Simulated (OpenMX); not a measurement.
## SrO under changes of volume

One of the cells (16.901 Å³/atom); the others are scaled copies at fixed shape and fractional positions:

```xyz
2
Lattice="0.0000 2.5663 2.5663 2.5663 0.0000 2.5663 2.5663 2.5663 0.0000" Properties=species:S:1:pos:R:3 pbc="T T T"
Sr    2.5663    2.5663    2.5663
O     0.0000    0.0000    0.0000
```

* Program: OpenMX 3.8.5
* Functional: LDA
* Potentials or basis: OpenMX 2013 LDA set, Sr10.0-s3p2d2, O6.0-s2p2d1, fixed grid of 36 × 36 × 36 points
* k mesh: 9 × 9 × 9
* Occupations: fermi-dirac, width 0.05 eV
* Spin: no spin polarisation

```tsv
volume (Å³/atom)	energy over the lowest point (meV/atom)	gap on the mesh (eV)
15.887	2.36	2.67
16.225	0.00	2.72
16.563	2.27	2.75
16.901	8.70	2.79
17.239	18.94	2.82
17.577	?	?
17.915	48.84	2.87
```

Q: What does the run at 17.577 Å³/atom give?

A: Energy over the lowest point 32.42 meV/atom; gap on the mesh 2.85 eV.

Worked out: A Birch-Murnaghan fit of order 3 (a polynomial in V^(-2/3)) to the other rows has its minimum at 16.22 Å³/atom with B0 = V·E''(V) = 106 GPa and B' = 4.5. It gives 32.40 meV/atom at 17.577 Å³/atom, against the run's 32.42. A parabola through the other rows of the gap, of slope 1.3 eV per unit of ln V there, gives 2.85 eV, against the run's 2.85.

Energies are extrapolated to zero smearing.

Caveats: an odd mesh through Γ misses points on the zone boundary, where band edges often lie; the basis of atomic orbitals isn't converged, which shifts pressures, moduli and gaps. Spin-orbit coupling on Sr is left out.
